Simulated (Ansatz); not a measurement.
Planning a run of Ansatz 0.2.0 on O on the S site in CdS (32-atom cell). The input:

```yaml
crystal:
  lattice:
    - [4.15, -7.1880108514, 0.0]
    - [-4.15, -7.1880108514, 0.0]
    - [0.0, 0.0, -13.474]
  atoms:
    - { symbol: Cd, position: [0.8333333333, 0.8333333333, -0.0212899924] }
    - { symbol: Cd, position: [0.8333333333, 0.8333333333, 0.4979871775] }
    - { symbol: Cd, position: [0.3323714661, 0.8352570678, -0.0006495348] }
    - { symbol: Cd, position: [0.3347326555, 0.830534689, 0.5040163289] }
    - { symbol: Cd, position: [0.3323714661, 0.3323714661, -0.0006495348] }
    - { symbol: Cd, position: [0.3347326555, 0.3347326555, 0.5040163289] }
    - { symbol: Cd, position: [0.8352570678, 0.3323714661, -0.0006495348] }
    - { symbol: Cd, position: [0.830534689, 0.3347326555, 0.5040163289] }
    - { symbol: Cd, position: [0.136452968, 0.681773516, 0.7583295999] }
    - { symbol: Cd, position: [0.1655996777, 0.6672001612, 0.2462530348] }
    - { symbol: Cd, position: [0.681773516, 0.681773516, 0.7583295999] }
    - { symbol: Cd, position: [0.6672001612, 0.6672001612, 0.2462530348] }
    - { symbol: Cd, position: [0.681773516, 0.136452968, 0.7583295999] }
    - { symbol: Cd, position: [0.6672001612, 0.1655996777, 0.2462530348] }
    - { symbol: Cd, position: [0.1666666667, 0.1666666667, 0.7516907231] }
    - { symbol: Cd, position: [0.1666666667, 0.1666666667, 0.2540724578] }
    - { symbol: O, position: [0.8333333333, 0.8333333333, 0.8114062443] }
    - { symbol: S, position: [0.8333333333, 0.8333333333, 0.3100992154] }
    - { symbol: S, position: [0.3339132149, 0.8321735701, 0.8113109434] }
    - { symbol: S, position: [0.3350007818, 0.8299984363, 0.3131870847] }
    - { symbol: S, position: [0.3339132149, 0.3339132149, 0.8113109434] }
    - { symbol: S, position: [0.3350007818, 0.3350007818, 0.3131870847] }
    - { symbol: S, position: [0.8321735701, 0.3339132149, 0.8113109434] }
    - { symbol: S, position: [0.8299984363, 0.3350007818, 0.3131870847] }
    - { symbol: S, position: [0.161651606, 0.669174197, 0.5679316556] }
    - { symbol: S, position: [0.1606135073, 0.6696932464, 0.055907163] }
    - { symbol: S, position: [0.669174197, 0.669174197, 0.5679316556] }
    - { symbol: S, position: [0.6696932464, 0.6696932464, 0.055907163] }
    - { symbol: S, position: [0.669174197, 0.161651606, 0.5679316556] }
    - { symbol: S, position: [0.6696932464, 0.1606135073, 0.055907163] }
    - { symbol: S, position: [0.1666666667, 0.1666666667, 0.5622034528] }
    - { symbol: S, position: [0.1666666667, 0.1666666667, 0.0649718948] }
kpoints:
  mp_grid: { grid: [2, 2, 2] }
hamiltonian:
  xc: hse06
  pseudopotentials: { kind: paw, azcp: { folder: soft_1 } }
scf:
  occupations: { method: fixed }
  n_extra_bands: 7
output:
  eigenvalues: true
```

```sh
ansatz run input.yaml --threads 3 --pin off --max-ram 92160MiB --backend cuda --events-out ev --progress --plain --runs-dir out --devices 1 --max-vram 13GiB
```

**Question.** Estimate wall time and host memory on 1 × NVIDIA H100 80GB HBM3 (shared by 6 runs) with 3 threads of AMD EPYC 7R13 (Zen 3), shared host.

It took 39 s; on shared hardware allow 20 s to 78 s. Peak host memory was 2.5 GiB. The sizes that set the cost: 15669 plane waves a state, 4 irreducible k points and 21 SCF cycles.

Exact exchange couples every pair of k points and filled bands, so it costs far more than a semilocal run.

[Paths, hosts, dates, memory and timing lines, banners, echoed tables and standing remarks are left out of the program output.]

[Logs are printed without paths, hosts, clocks, repeated set-up lines and the standing remarks that a program may print on its own settings, such as how far it seeks lower states.]

[Runs of the session that timed out or met a known fault of the program may be left out.]

[Cells called generated may have been cut or substituted from an entry of the Crystallography Open Database or the Materials Project.]

[Hosts, paths, dates, database ids (printed as entryN), source tags and the programs' standing remarks are cut or masked in the printed files.]
